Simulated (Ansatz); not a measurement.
A plane-wave DFT run in Ansatz 0.2.0 (scalar-relativistic PAW potentials unless the input names others): input and command.

```yaml
crystal:
  lattice:
    - [1.9369156161, 1.1182787524, 3.1625904108]
    - [-1.9369156161, 1.1182787524, 3.1625904108]
    - [0.0, -2.2365575047, 3.1625904108]
  atoms:
    - { symbol: Cu, position: [0.0085319862, 0.0085319862, 0.0085319862] }
    - { symbol: Cl, position: [0.7584666838, 0.7584666838, 0.7584666838] }
kpoints:
  mp_grid: { grid: [12, 12, 12] }
hamiltonian:
  xc: pbe
  pseudopotentials: { kind: paw, source: ansatz }
scf:
  occupations: { method: gaussian, width: 0.02 }
output:
  forces: true
  eigenvalues: true
  stress: true
```

```bash
ansatz run input.yaml --threads 1 --pin off --max-ram 2560MiB --backend cpu --events-out ev --progress --plain --runs-dir out
```

Abridged log:
```
Pseudopotentials: kind: paw
Pseudopotential: Cu, paw, valence charge 19, recommended cutoff 700 eV (normal)
Pseudopotential: Cl, paw, valence charge 7, recommended cutoff 660 eV (normal)
Functional definition: PBE
Crystal: 2 atoms, lattice volume = 41.101 Å³
Basis set: ecut = 700 eV, 1759 PW (Γ), exchange–correlation on 72×72×72 points (8 copies of the dense FFT grid, shifted against one another)
Bands: 17, of which v1, the nominal top of the filled ones, is band 13 counted from 1 (12 counted from 0)
Symmetry: 6 space group operations
Space group: R3m (ITA 160), of the structure as read, at distance tolerance 3.5e-5 Å
k-points: 189 of 1728 (time reversal used)
Initial density: superposition of atomic densities (chi_scale 0.1, normalization cell, long waves kept (reshape's long-wave potential 0.00 eV rms))
Initial wavefunctions: pseudopotential atomic-orbital guess
Functional: x = pbe(κ = 0.804, μ = 0.21951497), c = pbe(β = 0.06672455)
SCF iter   1: F=—  HF=-7706.631189 eV  |F-HF|=—  |Δ(HF+E_count)|=         —  Δρ=1.17e-1  dr2=4.91e0  ethr=3.10e-3  ⟨swp⟩=5.8  Hψ=18250  notcnv=0
SCF iter   2: F=—  HF=-7707.176958 eV  |F-HF|=—  |Δ(HF+E_count)|=   5.46e-1  Δρ=2.04e-1  dr2=1.20e1  ethr=3.10e-3  ⟨swp⟩=4.1  Hψ=9993  notcnv=0  defer=3  recentre
SCF iter   3: F=—  HF=-7705.460738 eV  |F-HF|=—  |Δ(HF+E_count)|=    1.72e0  Δρ=5.18e-2  dr2=8.86e-1  ethr=3.10e-3  ⟨swp⟩=3.3  Hψ=8767  notcnv=0
SCF iter   4: F=—  HF=-7705.236794 eV  |F-HF|=—  |Δ(HF+E_count)|=   2.24e-1  Δρ=6.50e-3  dr2=1.75e-2  ethr=3.10e-3  ⟨swp⟩=2.9  Hψ=6410  notcnv=0
SCF iter   5: F=—  HF=-7705.237809 eV  |F-HF|=—  |Δ(HF+E_count)|=   1.01e-3  Δρ=5.97e-3  dr2=1.64e-2  ethr=6.74e-5  ⟨swp⟩=3.0  Hψ=7124  notcnv=0
SCF iter   6: F=—  HF=-7705.234702 eV  |F-HF|=—  |Δ(HF+E_count)|=   3.11e-3  Δρ=3.42e-3  dr2=5.11e-3  ethr=6.32e-5  ⟨swp⟩=2.0  Hψ=3888  notcnv=0
SCF iter   7: F=—  HF=-7705.233662 eV  |F-HF|=—  |Δ(HF+E_count)|=   1.04e-3  Δρ=7.07e-4  dr2=2.32e-4  ethr=1.96e-5  ⟨swp⟩=2.0  Hψ=4845  notcnv=0
SCF iter   8: F=—  HF=-7705.233624 eV  |F-HF|=—  |Δ(HF+E_count)|=   3.79e-5  Δρ=2.17e-4  dr2=1.81e-5  ethr=8.91e-7  ⟨swp⟩=2.5  Hψ=4435  notcnv=0
SCF iter   9: F=—  HF=-7705.233622 eV  |F-HF|=—  |Δ(HF+E_count)|=   2.26e-6  Δρ=5.87e-5  dr2=1.37e-6  ethr=6.94e-8  ⟨swp⟩=2.2  Hψ=4052  notcnv=0
SCF iter  10: F=-7705.233622 eV  HF=-7705.233622 eV  |F-HF|=7.28e-9  |Δ(HF+E_count)|=   3.22e-7  Δρ=4.71e-6  dr2=5.38e-9  ethr=3.85e-10  ⟨swp⟩=4.9  Hψ=17646  notcnv=0
SCF 1 converged in 10 iterations: F = -7705.233622 eV  dr2 = 5.38e-9
SCF converged after 10 iterations
Free energy (F): -7705.233622 eV
Harris-Foulkes:  -7705.233622 eV  (|F-HF|=7.28e-9)
Internal energy: -7705.233622 eV  (E = F + TS)
E sigma→0 (E₀):  -7705.233622 eV
Fermi energy:    7.275580 eV
--- Forces (eV/Å), atoms counted from 1 ---
  atom   1  Cu     0.00000000     0.00000000    -0.00039022
  atom   2  Cl     0.00000000     0.00000000     0.00039051
--- Stress (GPa, compression-positive) ---
       -1.312614       0.000000       0.000000
        0.000000      -1.312614       0.000000
        0.000000       0.000000      -1.313261
  P = ⅓ Tr σ = -1.3128 GPa (-13.128 kbar)
```

Apart from outputs, empty bands and the relaxation, which only the reference makes, the input differs from a reference run on usual settings in hamiltonian.pseudopotentials: not typed → {"kind": "paw", "source": "ansatz"}; basis.ecutwfc: 420 → not typed. The reference, at the same geometry, ended its own course with pressure -1.34 GPa, largest force 0.000 eV/Å, gap on the mesh 0.48 eV. This run converged in 10 SCF iterations with a total energy on another zero, pressure -1.31 GPa, largest force 0.000 eV/Å, gap on the mesh 0.48 eV.

Time: 50 s on 1 thread of Arm Neoverse V1, with other jobs on the host, peak memory 0.58 GiB.